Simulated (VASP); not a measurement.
# TiH4 (Cmmm) in VASP: equation of state with PBEsol+U

Aim: the equation of state of TiH4 with PBEsol+U.

Everything below comes from runs of VASP 6.6.1. Logs are shortened: lines on timing, memory, paths and dates and some standing lists are left out, and cuts for length are marked.

**1. The structure**

It takes space group Cmmm (No. 65, orthorhombic). The conventional cell has a = 3.420 Å, b = 5.578 Å, c = 3.345 Å, α = 90.00°, β = 90.00°, γ = 90.00°. H (site symmetry m2m) is surrounded by 3 H at 1.79 to 1.98 Å and 3 Ti at 1.89 to 1.93 Å. Ti (site symmetry mmm) is surrounded by 10 H at 1.84 to 1.93 Å. Around H (site symmetry 2mm) lie 1 H at 1.53 Å.

The cell was built by a generator and needn't be a form met in nature.

**2. Equation of state, PBEsol+U**

run.py

```python
from ase.calculators.vasp import Vasp
from ase.eos import EquationOfState
from ase.io import Trajectory
from ase.io import read
from ase.units import GPa

atoms = read('TiH4.cif', primitive_cell=True, subtrans_included=False)
calc = Vasp(
    directory='calc',
    xc='pbesol',
    pp='PBE',
    setups={'base': 'minimal', 'H': '_h', 'Ti': '_sv'},
    prec='Accurate',
    encut=900,
    ediff=1e-06,
    ismear=0,
    sigma=0.05,
    lreal=False,
    lasph=True,
    nelm=80,
    algo='Fast',
    isif=2,
    lwave=False,
    lcharg=False,
    lmaxmix=4,
    ldautype=2,
    ldauprint=1,
    ldau_luj={'Ti': {'L': 2, 'U': 3, 'J': 0}},
    kpts=[7, 7, 6],
    gamma=True,
)
atoms.calc = calc
cell = atoms.cell.copy()
volumes, energies = [], []
traj = Trajectory('eos.traj', 'w')
for x in [0.94, 0.96, 0.98, 1.0, 1.02, 1.04, 1.06]:
    atoms.set_cell(cell * x ** (1 / 3), scale_atoms=True)
    volumes.append(atoms.get_volume())
    energies.append(atoms.get_potential_energy())
    traj.write(atoms)
    print(f'{x:5.2f} {volumes[-1]:12.5f} {energies[-1]:14.6f}')

v0, e0, B = EquationOfState(volumes, energies, eos='birchmurnaghan').fit()
print(f'V0 = {v0:.4f} A^3, E0 = {e0:.6f} eV, B = {B / GPa:.2f} GPa')
```

TiH4.cif

```cif
data_TiH4
_cell_length_a 3.41962000
_cell_length_b 5.57814000
_cell_length_c 3.34515000
_cell_angle_alpha 90.00000000
_cell_angle_beta 90.00000000
_cell_angle_gamma 90.00000000
_space_group_name_H-M_alt 'Cmmm'
_space_group_name_Hall '-C 2 2'
_space_group_IT_number 65
loop_
_space_group_symop_operation_xyz
'x,y,z'
'-x,-y,-z'
'-x,-y,z'
'x,y,-z'
'x,-y,-z'
'-x,y,z'
'-x,y,-z'
'x,-y,z'
'x+1/2,y+1/2,z'
'-x+1/2,-y+1/2,-z'
'-x+1/2,-y+1/2,z'
'x+1/2,y+1/2,-z'
'x+1/2,-y+1/2,-z'
'-x+1/2,y+1/2,z'
'-x+1/2,y+1/2,-z'
'x+1/2,-y+1/2,z'
loop_
_atom_site_label
_atom_site_type_symbol
_atom_site_symmetry_multiplicity
_atom_site_Wyckoff_symbol
_atom_site_fract_x
_atom_site_fract_y
_atom_site_fract_z
_atom_site_occupancy
Ti1 Ti 2 c 0.5000000000 0.0000000000 0.5000000000 1
H1 H 4 j 0.5000000000 0.6606500000 0.5000000000 1
H2 H 4 g 0.2760700000 0.0000000000 0.0000000000 1
```

Potentials or basis: VASP PAW PBE potentials, release 64 (H_h, Ti_sv).

Run with:

```console
$ python run.py
```

The program printed:

```text
0.94     29.99029     -19.273817
 0.96     30.62838     -19.301505
 0.98     31.26648     -19.318143
 1.00     31.90457     -19.324881
 1.02     32.54266     -19.322589
 1.04     33.18075     -19.311995
 1.06     33.81884     -19.293703
V0 = 32.0519 A^3, E0 = -19.325158 eV, B = 112.19 GPa
```

OUTCAR:

```text
ENCUT = 900.000000
   EDIFF = 1.00e-06
   GGA = PS
   PREC = Accurate
   ISIF = 2
   ISMEAR = 0
   NELM = 80
   LASPH = .TRUE.
   LREAL = .FALSE.

 ion  position               nearest neighbor table
   1  0.839  0.161  0.500-
   2  0.161  0.839  0.500-
   3  0.276  0.276  0.000-   5 1.88   5 1.88
   4  0.724  0.724  0.000-   5 1.88   5 1.88
   5  0.500  0.500  0.500-   3 1.88   4 1.88   3 1.88   4 1.88

  LATTYP: Found a base centered orthorhombic cell.
 ALAT       =     3.4866883998
 B/A-ratio  =     1.6312163340
 C/A-ratio  =     0.9782227265

  Lattice vectors:

 A1 = (   1.7433441999,  -2.8437715346,   0.0000000000)
 A2 = (   1.7433441999,   2.8437715346,   0.0000000000)
 A3 = (   0.0000000000,   0.0000000000,   3.4107578329)

Analysis of symmetry for initial positions (statically):
=====================================================================
 Subroutine PRICEL returns:
 Original cell was already a primitive cell.

 Routine SETGRP: Setting up the symmetry group for a
 base centered orthorhombic supercell.

 Subroutine GETGRP returns: Found  8 space group operations
 (whereof  8 operations were pure point group operations)
 out of a pool of  8 trial point group operations.

The static configuration has the point symmetry D_2h.

Analysis of symmetry for dynamics (positions and initial velocities):
=====================================================================
 Subroutine PRICEL returns:
 Original cell was already a primitive cell.

 Routine SETGRP: Setting up the symmetry group for a
 base centered orthorhombic supercell.

 Subroutine GETGRP returns: Found  8 space group operations
 (whereof  8 operations were pure point group operations)
 out of a pool of  8 trial point group operations.

The dynamic configuration has the point symmetry D_2h.

 Subroutine INISYM returns: Found  8 space group operations
 (whereof  8 operations are pure point group operations),
 and found     1 'primitive' translations

----------------------------------------------------------------------------------------

                                     Primitive cell

  volume of cell :      33.8188

  direct lattice vectors                    reciprocal lattice vectors
     1.743344200 -2.843771535  0.000000000     0.286805096 -0.175822844  0.000000000
     1.743344200  2.843771535  0.000000000     0.286805096  0.175822844  0.000000000
     0.000000000  0.000000000  3.410757833     0.000000000  0.000000000  0.293189974

  length of vectors
     3.335608721  3.335608721  3.410757833     0.336408733  0.336408733  0.293189974

  position of ions in fractional coordinates (direct lattice)
     0.839350000  0.160650000  0.500000000
     0.160650000  0.839350000  0.500000000
     0.276070000  0.276070000  0.000000000
     0.723930000  0.723930000  0.000000000
     0.500000000  0.500000000  0.500000000

  ion indices of the primitive-cell ions
   primitive index   ion index
                 1           1
                 2           2
                 3           3
                 4           4
                 5           5

----------------------------------------------------------------------------------------

 KPOINTS: KPOINTS created by Atomic Simulation Env

[... 91 lines left out ...]
   LORBIT       =      0    0 simple, 1 ext, 2 COOP (PROOUT), +10 PAW based schemes
 LDA+U is selected, type is set to LDAUTYPE =  2
   angular momentum for each species LDAUL =    -1    2
   U (eV)           for each species LDAUU =   0.0  3.0
   J (eV)           for each species LDAUJ =   0.0  0.0
   GGA     = PS    functional components
   LHFCALC =     F    Hartree Fock is set to
   AEXX    =    0.0000 exact exchange contribution
   IVDW    =     0    specifies the selected vdW correction
   LEPSILON=     F    determine dielectric tensor
   LRPA    =     F    only Hartree local field effects (RPA)
 non-spin polarized calculation
 RMM-DIIS sequential band-by-band and
 Gauss-broadening in eV      SIGMA  =   0.05
  energy-cutoff  :      900.00
  volume of cell :       33.82
 maximum number of plane-waves:      2094
 NGX is ok and might be reduce to    36
   NGX = 17   NGY = 17   NGZ = 17

atom =   5  type =  2  l = 2

 onsite density matrix

spin component  1

  0.1790  0.0000  0.0000  0.0000  0.0000
  0.0000  0.0890  0.0000 -0.0000  0.0000
  0.0000  0.0000  0.1629  0.0000  0.0200
  0.0000 -0.0000  0.0000  0.3299  0.0000
  0.0000  0.0000  0.0200  0.0000  0.1623

spin component  2

  0.1790  0.0000  0.0000  0.0000  0.0000
  0.0000  0.0890  0.0000 -0.0000  0.0000
  0.0000  0.0000  0.1629  0.0000  0.0200
  0.0000 -0.0000  0.0000  0.3299  0.0000
  0.0000  0.0000  0.0200  0.0000  0.1623

 occupancies and eigenvectors

  o =  0.0890  v = -0.0000  1.0000  0.0000  0.0000  0.0000  0.0000  0.0000  0.0000  0.0000  0.0000      0.0000  0.0000  0.0000  0.0000  0.0000  0.0000  0.0000  0.0000  0.0000  0.0000
  o =  0.0890  v =  0.0000  0.0000  0.0000  0.0000  0.0000 -0.0000  1.0000  0.0000  0.0000  0.0000      0.0000  0.0000  0.0000  0.0000  0.0000  0.0000  0.0000  0.0000  0.0000  0.0000
  o =  0.1426  v =  0.0000 -0.0000 -0.7015 -0.0000  0.7127  0.0000  0.0000  0.0000  0.0000  0.0000      0.0000  0.0000  0.0000  0.0000  0.0000  0.0000  0.0000  0.0000  0.0000  0.0000
  o =  0.1426  v =  0.0000  0.0000  0.0000  0.0000  0.0000  0.0000 -0.0000 -0.7015 -0.0000  0.7127      0.0000  0.0000  0.0000  0.0000  0.0000  0.0000  0.0000  0.0000  0.0000  0.0000
  o =  0.1790  v =  1.0000  0.0000 -0.0000  0.0000 -0.0000  0.0000  0.0000  0.0000  0.0000  0.0000      0.0000  0.0000  0.0000  0.0000  0.0000  0.0000  0.0000  0.0000  0.0000  0.0000
  o =  0.1790  v =  0.0000  0.0000  0.0000  0.0000  0.0000  1.0000  0.0000 -0.0000  0.0000 -0.0000      0.0000  0.0000  0.0000  0.0000  0.0000  0.0000  0.0000  0.0000  0.0000  0.0000
  o =  0.1826  v =  0.0000  0.0000  0.0000  0.0000  0.0000 -0.0000  0.0000 -0.7127  0.0000 -0.7015      0.0000  0.0000  0.0000  0.0000  0.0000  0.0000  0.0000  0.0000  0.0000  0.0000
  o =  0.1826  v = -0.0000  0.0000 -0.7127  0.0000 -0.7015  0.0000  0.0000  0.0000  0.0000  0.0000      0.0000  0.0000  0.0000  0.0000  0.0000  0.0000  0.0000  0.0000  0.0000  0.0000
  o =  0.3299  v =  0.0000  0.0000  0.0000  0.0000  0.0000  0.0000 -0.0000 -0.0000  1.0000  0.0000      0.0000  0.0000  0.0000  0.0000  0.0000  0.0000  0.0000  0.0000  0.0000  0.0000
  o =  0.3299  v =  0.0000 -0.0000 -0.0000  1.0000  0.0000  0.0000  0.0000  0.0000  0.0000  0.0000      0.0000  0.0000  0.0000  0.0000  0.0000  0.0000  0.0000  0.0000  0.0000  0.0000

 number of electron      16.0000001 magnetization

 Free energy of the ion-electron system (eV)
  ---------------------------------------------------
  ext. energy  EPLUGINS =         0.00000000
  ---------------------------------------------------
  free energy    TOTEN  =       -19.29407503 eV

  energy without entropy =      -19.29333158  energy(sigma->0) =      -19.29370331

 E-fermi :   4.6576     XC(G=0): -10.5288

 val. band max:        4.6339147411   @ k =  -0.2857   0.2857   0.3333
 cond. band min:       4.7020130468   @ k =   0.2857   0.2857   0.3333
 fundamental gap:      0.0680983058
 Fermi energy:         4.6576404289

 k-point     1 :       0.0000    0.0000    0.0000
  band No.  band energies     occupation
      1     -53.4252      2.00000
      2     -29.8693      2.00000
      3     -29.6717      2.00000
      4     -29.5429      2.00000
      5      -5.7676      2.00000
      6      -0.7297      2.00000
      7       4.3437      2.00000
      8       4.7757      0.00084
      9       5.7559      0.00000
     10       5.9833      0.00000
     11       6.5782      0.00000
     12       7.1230      0.00000
[... 331 lines left out ...]
 k-point    24 :      -0.4286    0.1429    0.1667
  band No.  band energies     occupation
      1     -53.4107      2.00000
      2     -29.9554      2.00000
      3     -29.6870      2.00000
      4     -29.6061      2.00000
      5      -3.1609      2.00000
      6      -0.1679      2.00000
      7       0.1383      2.00000
      8       3.2775      2.00000
      9       5.6016      0.00000
     10       6.1474      0.00000
     11       7.2854      0.00000
     12       8.0553      0.00000

 [... further k-points ...]

------------------------ aborting loop because EDIFF is reached ----------------------------------------

  FORCE on cell =-STRESS in cart. coord.  units (eV):
  Direction    XX          YY          ZZ          XY          YZ          ZX
  --------------------------------------------------------------------------------------
  -------------------------------------------------------------------------------------
  Total       -0.6679571     -1.0988779     -1.8679372      0.0000000      0.0000000      0.0000000
  in kB      -31.6446577    -52.0596561    -88.4940629      0.0000000      0.0000000      0.0000000
  external PRESSURE =     -57.3994589 kB  Pullay stress =       0.0000000 kB

 VOLUME and BASIS-vectors are now :
 -----------------------------------------------------------------------------
  energy-cutoff  :      900.00
  volume of cell :       33.82
      direct lattice vectors                 reciprocal lattice vectors
     1.743344200 -2.843771535  0.000000000     0.286805096 -0.175822844  0.000000000
     1.743344200  2.843771535  0.000000000     0.286805096  0.175822844  0.000000000
     0.000000000  0.000000000  3.410757833     0.000000000  0.000000000  0.293189974

 POSITION                                       TOTAL-FORCE (eV/Angst)
 -----------------------------------------------------------------------------------
      1.74334     -1.93007      1.70538         0.000000      0.014597     -0.000000
      1.74334      1.93007      1.70538         0.000000     -0.014597      0.000000
      0.96257      0.00000      0.00000         0.027069     -0.000000     -0.000000
      2.52412      0.00000      0.00000        -0.027069     -0.000000      0.000000
      1.74334      0.00000      1.70538        -0.000000     -0.000000     -0.000000
 -----------------------------------------------------------------------------------
    total drift:                                0.000000      0.000000      0.000000

  FREE ENERGIE OF THE ION-ELECTRON SYSTEM (eV)
  ---------------------------------------------------
  free  energy   TOTEN  =       -19.2940750320 eV

  energy  without entropy=      -19.2933315797  energy(sigma->0) =      -19.29370331
```

INCAR:

```text
ENCUT = 900.000000
SIGMA = 0.050000
EDIFF = 1.00e-06
ALGO = Fast
GGA = PS
PREC = Accurate
ISIF = 2
ISMEAR = 0
LDAUPRINT = 1
LDAUTYPE = 2
LMAXMIX = 4
NELM = 80
LASPH = .TRUE.
LCHARG = .FALSE.
LWAVE = .FALSE.
LREAL = .FALSE.
LDAU = .TRUE.
LDAUL = -1 2
LDAUU = 0.000 3.000
LDAUJ = 0.000 0.000
```

It took 12 min on 1 thread of Intel Xeon Platinum 8488C (Sapphire Rapids), shared host; peak memory 0.25 GiB.

What came out:

| Property | Result |
| --- | --- |
| Equilibrium volume | 6.41 Å³/atom |
| Bulk modulus at fixed shape and positions | 112 GPa |
| Pressure derivative of the bulk modulus | 3.5 (rough: it moves with the points fitted) |

Energy against volume, from the lowest point:
| volume (Å³/atom) | energy (meV/atom) |
| --- | --- |
| 5.998 | 10.21 |
| 6.126 | 4.68 |
| 6.253 | 1.35 |
| 6.381 | 0.00 |
| 6.509 | 0.46 |
| 6.636 | 2.58 |
| 6.764 | 6.24 |

Caveat: the cell was scaled at fixed shape and fractional positions, which overstates the stiffness of a crystal with free parameters, most of all of layers and chains; the PAW data sets were made with another functional, which shifts forces and pressure a little; the U is typed as a test and isn't derived for this compound.

**3. For comparison**

An earlier run on the cell as given: functional PBE; potentials or basis VASP PAW PBE potentials, release 64 (Ti_sv, H); cutoff 520 eV; k mesh 9 × 9 × 8; occupations fermi-dirac, width 0.05 eV; no spin polarisation.

- Pressure: -0.2 GPa
- Largest force: 0.021 eV/Å
- Band gap on the k mesh: none (metal or under the smearing width)
